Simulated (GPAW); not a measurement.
**ZrC in GPAW: convergence with plane-wave cutoff (eV)**

ZrC:

```
CELL_PARAMETERS angstrom
0.00000 2.54552 2.54552
2.54552 0.00000 2.54552
2.54552 2.54552 0.00000
ATOMIC_POSITIONS crystal
Zr 0.50000 0.50000 0.50000
C 0.75000 0.75000 0.75000
```

The cell was built by a generator and needn't be a form met in nature.

| Property | Result |
| --- | --- |
| Program | GPAW 26.7.0 |
| Task | convergence study |
| Functional | LDA |
| Potentials or basis | the program's PAW data sets (release 1.2.1) made for this functional |
| Cutoff | 300 eV |
| Basis | pw |
| k mesh | 9 × 9 × 9 |
| Occupations | fermi-dirac, width 0.05 eV |
| Spin | no spin polarisation |

These are the settings of the first run; the series varies plane-wave cutoff (eV), with any setting tied to it.

Hardware: 1 thread of Arm Neoverse V1, with other jobs on the host.

```tsv
plane-wave cutoff (eV)	energy less the tightest run, at zero smearing (meV/atom)	pressure (GPa)	gap on the mesh (eV)	SCF cycles	CPU time (s)	peak memory (GiB)
300	420.88	-19.25	0.451	9	6.3	0.13
350	196.16	-14.55	0.473	9	6.7	0.13
400	87.86	-11.42	0.478	9	11	0.13
500	21.84	-8.61	0.480	9	9.8	0.14
600	12.17	-8.00	0.480	9	16	0.15
700	9.38	-8.02	0.480	9	19	0.16
800	6.30	-8.05	0.480	9	20	0.17
1000	1.64	-8.00	0.480	9	29	0.19
1200	0.00	-7.93	0.480	9	38	0.22
```

Against the tightest run, the pressure stays within 0.1 GPa from 1000 on; the gap on the mesh stays within 0.01 eV from 350 on. Not settled before the last step: the energy (to 1 meV/atom). The tightest run that finished is the yardstick and may itself not be fully converged.

Caveat, for the tightest run too: an odd mesh through Γ misses points on the zone boundary, where band edges often lie.
